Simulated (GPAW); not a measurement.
**Collinear magnetic orders of free-standing square Co monolayer, spacing 2.8 A with GPAW**

A self-consistent run ends on one state, which hangs on the start. Several orders of free-standing square Co monolayer, spacing 2.8 A are started in GPAW and their energies compared.

Method: LDA; plane waves with GPAW's PAW setups, scalar-relativistic, in GPAW 26.7.0.

Most raw output is cut from this account.

## 1. Starting point

The cell holds 1 atom: 1 Co. Its edges and angles: a = 2.800 Å, b = 2.800 Å, c = 14.000 Å, α = 90.0°, β = 90.0°, γ = 90.0°. model lattice. Vacuum lies along c.

Structure file:

```cif
data_structure
_symmetry_space_group_name_H-M 'P 1'
_symmetry_Int_Tables_number 1
_cell_length_a 2.8000
_cell_length_b 2.8000
_cell_length_c 14.0000
_cell_angle_alpha 90.000
_cell_angle_beta 90.000
_cell_angle_gamma 90.000
_cell_volume 109.76
loop_
_atom_site_label
_atom_site_type_symbol
_atom_site_fract_x
_atom_site_fract_y
_atom_site_fract_z
_atom_site_occupancy
Co1 Co 0.00000 0.00000 0.50000 1
```

## 2. Start 1: ferro +

Parallel moments need no larger cell; this start tests for a ferromagnetic state only.

File order1.py:

```python
import json
import numpy as np
from ase import Atoms
from ase.parallel import paropen, parprint
from gpaw import GPAW

atoms = Atoms(['Co'],
    cell=[[2.8, 0.0, 0.0],
         [0.0, 2.8, 0.0],
         [0.0, 0.0, 14.0]],
    scaled_positions=[[0.0, 0.0, 0.5]],
    pbc=True,
    magmoms=[2.0])
atoms.calc = GPAW(mode={'name': 'pw', 'ecut': 550},
    xc='LDA',
    kpts={'size': (10, 10, 1), 'gamma': True},
    occupations={'name': 'fermi-dirac', 'width': 0.05},
    convergence={'density': 1e-05, 'energy': 1e-05},
    maxiter=200,
    txt='order1.txt')
e = atoms.get_potential_energy(force_consistent=True)
res = {'free_energy': e, 'energy_sigma0': atoms.get_potential_energy(), 'fermi_energy': atoms.calc.get_fermi_level()}
res['moments'] = atoms.get_magnetic_moments().tolist()
res['total'] = atoms.get_magnetic_moment()
parprint('site moments (muB):', np.round(res['moments'], 3))
parprint(f"total moment: {res['total']:.3f} muB")
parprint(f'free energy: {e:.6f} eV')
atoms.calc.write('order1.gpw')
with paropen('results.json', 'w') as f:
    json.dump(res, f)
```

The run is started by

```
$ OMP_NUM_THREADS=1 python3 order1.py > order1.log
```

The job ended after 22 s (1 MPI rank of Intel Xeon Platinum 8259CL at 2.50GHz (Skylake/Cascade Lake), shared host; peak memory 0.2 GiB).

This step gave:

```
magnetization  : 2.211 μB
final state    : ferromagnetic
largest moment : 2.093 μB
```

After 13 cycles the largest moment stands at 2.09 μB.

## 3. Run 2 (antiferro q=(0,1/2,0) +-)

Another pattern of signs weighs the neighbour shells otherwise.

This order needs a doubled cell of 2 atoms. Its mesh is chosen so that both cells sample the same points.

order2.py is the script of step 2 with these lines changed:

```diff
@@ -6,12 +6,13 @@
 
-atoms = Atoms(['Co'],
+atoms = Atoms(['Co', 'Co'],
     cell=[[2.8, 0.0, 0.0],
-         [0.0, 2.8, 0.0],
+         [0.0, 5.6, 0.0],
          [0.0, 0.0, 14.0]],
-    scaled_positions=[[0.0, 0.0, 0.5]],
+    scaled_positions=[[0.0, 0.0, 0.5],
+         [0.0, 0.5, 0.5]],
     pbc=True,
-    magmoms=[2.0])
+    magmoms=[2.0, -2.0])
 atoms.calc = GPAW(mode={'name': 'pw', 'ecut': 550},
     xc='LDA',
-    kpts={'size': (10, 10, 1), 'gamma': True},
+    kpts={'size': (10, 5, 1), 'gamma': True},
     occupations={'name': 'fermi-dirac', 'width': 0.05},
@@ -19,3 +20,3 @@
     maxiter=200,
-    txt='order1.txt')
+    txt='order2.txt')
 e = atoms.get_potential_energy(force_consistent=True)
@@ -27,3 +28,3 @@
 parprint(f'free energy: {e:.6f} eV')
-atoms.calc.write('order1.gpw')
+atoms.calc.write('order2.gpw')
 with paropen('results.json', 'w') as f:
```

The run is started by

```
$ OMP_NUM_THREADS=1 python3 order2.py > order2.log
```

Elapsed: 81 s, on 1 MPI rank; peak memory 0.29 GiB.

Read from the output:

| Item | Value |
| --- | --- |
| magnetization | 0 μB |
| final state | antiferromagnetic |
| largest moment | 1.962 μB |

It lies 191 meV a seeded atom over the first start, and its largest moment is 1.96 μB against 2.09 μB.

## 4. Run 3 (antiferro q=(1/2,1/2,0) +-)

Reversing part of the moments tests the sign of the couplings between them.

The cell is doubled to 2 atoms to hold this order. Its mesh is chosen so that both cells sample the same points.

order3.py is the script of step 3 with these lines changed:

```diff
@@ -7,7 +7,7 @@
 atoms = Atoms(['Co', 'Co'],
-    cell=[[2.8, 0.0, 0.0],
-         [0.0, 5.6, 0.0],
+    cell=[[5.6, 0.0, 0.0],
+         [2.8, 2.8, 0.0],
          [0.0, 0.0, 14.0]],
     scaled_positions=[[0.0, 0.0, 0.5],
-         [0.0, 0.5, 0.5]],
+         [0.5, 0.0, 0.5]],
     pbc=True,
@@ -16,3 +16,3 @@
     xc='LDA',
-    kpts={'size': (10, 5, 1), 'gamma': True},
+    kpts={'size': (5, 10, 1), 'gamma': True},
     occupations={'name': 'fermi-dirac', 'width': 0.05},
@@ -20,3 +20,3 @@
     maxiter=200,
-    txt='order2.txt')
+    txt='order3.txt')
 e = atoms.get_potential_energy(force_consistent=True)
@@ -28,3 +28,3 @@
 parprint(f'free energy: {e:.6f} eV')
-atoms.calc.write('order2.gpw')
+atoms.calc.write('order3.gpw')
 with paropen('results.json', 'w') as f:
```

The run is started by

```
$ OMP_NUM_THREADS=1 python3 order3.py > order3.log
```

Wall time 2.2 min (1 MPI rank); peak memory 0.37 GiB.

Spin moment in the augmentation sphere by atom:

```tsv
atom	spin moment in the augmentation sphere (μB)
Co1	1.88
Co2	-1.88
```

Read from the output:

```yaml
magnetization: 0 μB
final_state: antiferromagnetic
```

It lies 334 meV a seeded atom over the first start, and its largest moment is 1.88 μB against 2.09 μB.

## 5. Order 4, typed as no spin polarisation

This run holds no moments, which gives a state to set the others against.

File nospin.py:

```python
import json
import numpy as np
from ase import Atoms
from ase.parallel import paropen, parprint
from gpaw import GPAW

atoms = Atoms(['Co'],
    cell=[[2.8, 0.0, 0.0],
         [0.0, 2.8, 0.0],
         [0.0, 0.0, 14.0]],
    scaled_positions=[[0.0, 0.0, 0.5]],
    pbc=True)
atoms.calc = GPAW(mode={'name': 'pw', 'ecut': 550},
    xc='LDA',
    kpts={'size': (10, 10, 1), 'gamma': True},
    occupations={'name': 'fermi-dirac', 'width': 0.05},
    convergence={'density': 1e-05, 'energy': 1e-05},
    maxiter=200,
    txt='nospin.txt')
e = atoms.get_potential_energy(force_consistent=True)
res = {'free_energy': e, 'energy_sigma0': atoms.get_potential_energy(), 'fermi_energy': atoms.calc.get_fermi_level()}
parprint(f'free energy: {e:.6f} eV')
atoms.calc.write('nospin.gpw')
with paropen('results.json', 'w') as f:
    json.dump(res, f)
```

The run is started by

```
$ OMP_NUM_THREADS=1 python3 nospin.py > nospin.log
```

It took 15 s on 1 MPI rank; peak memory 0.17 GiB.

This step gave:

```
final state : non-magnetic (no spin polarisation)
```

It lies 685 meV a seeded atom over the first start.

## 6. An attempt with other settings

A slip in the input shows what the program catches and what it lets pass.

File run.py:

```python
import json
import numpy as np
from ase import Atoms
from ase.parallel import paropen, parprint
from gpaw import GPAW

atoms = Atoms(['Co'],
    cell=[[2.8, 0.0, 0.0],
         [0.0, 2.8, 0.0],
         [0.0, 0.0, 14.0]],
    scaled_positions=[[0.0, 0.0, 0.5]],
    pbc=True,
    magmoms=[2.0])
atoms.calc = GPAW(mode={'name': 'pw', 'ecut': 550},
    xc='LDA',
    kpts={'size': (10, 10, 1), 'gamma': True},
    occupations={'name': 'fermi-dirac', 'width': 0.0},
    convergence={'density': 1e-05, 'energy': 1e-05},
    maxiter=50,
    txt='run.txt')
e = atoms.get_potential_energy(force_consistent=True)
res = {'free_energy': e, 'energy_sigma0': atoms.get_potential_energy(), 'fermi_energy': atoms.calc.get_fermi_level()}
res['moments'] = atoms.get_magnetic_moments().tolist()
res['total'] = atoms.get_magnetic_moment()
parprint('site moments (muB):', np.round(res['moments'], 3))
parprint(f"total moment: {res['total']:.3f} muB")
parprint(f'free energy: {e:.6f} eV')
atoms.calc.write('run.gpw')
with paropen('results.json', 'w') as f:
    json.dump(res, f)
```

The run is started by

```
$ OMP_NUM_THREADS=1 python3 run.py > run.log
```

Elapsed: 23 s, on 1 MPI rank; peak memory 0.2 GiB.

The slip was no smearing. The run converged all the same, with a largest moment of 2.10 μB; whether the slip moved the result can't be read from its free energy alone.

## 7. The states side by side

These are free energies at a smearing of 0.05 eV, so its entropy term is in the differences. They are divided by the number of seeded atoms, so that cells of unlike size compare. Wavevectors q in the names are fractions of the reciprocal vectors of the first run's cell.

Orders:

```tsv
start	final state	typed order kept	energy over the lowest (meV a seeded atom)	largest site moment (μB)	net moment (μB a primitive cell)	mesh matched	CPU time (s)
ferro +	ferromagnetic	yes	0	2.093	2.211	yes	21.6
antiferro q=(0,1/2,0) +-	antiferromagnetic	yes	190.7	1.962	0	yes	80.57
antiferro q=(1/2,1/2,0) +-	antiferromagnetic	yes	333.8	1.879	0	yes	129.6
no spin polarisation	non-magnetic	-	685.1	0	0	yes	14.64
```

## 8. Outcome

```yaml
lowest_state_found: ferromagnetic (typed ferro +)
largest_site_moment: 2.09 μB
next_state: antiferromagnetic, 191 meV a seeded atom higher
energy_gained_by_spin_polarisation: 685 meV a seeded atom
```

What this shows: The lowest state found is ferromagnetic, reached from the start ferro +, with moments up to 2.09 μB. The next state costs 191 meV a seeded atom. Only 4 starts are shown; other collinear patterns, canted and longer-period orders are not.

[Logs and program files are shortened in this print: banners, set-up blocks, solver, clock and traceback lines can be left out without a mark of their own.]

[Logs are printed without paths, hosts, clocks, repeated set-up lines and the standing remarks that a program may print on its own settings, such as how far it seeks lower states.]

[Hosts, paths, dates, database ids (printed as entryN), source tags and the programs' standing remarks are cut or masked in the printed files.]

[Where a cell is said to come from a database of computed structures, the database is the Materials Project.]
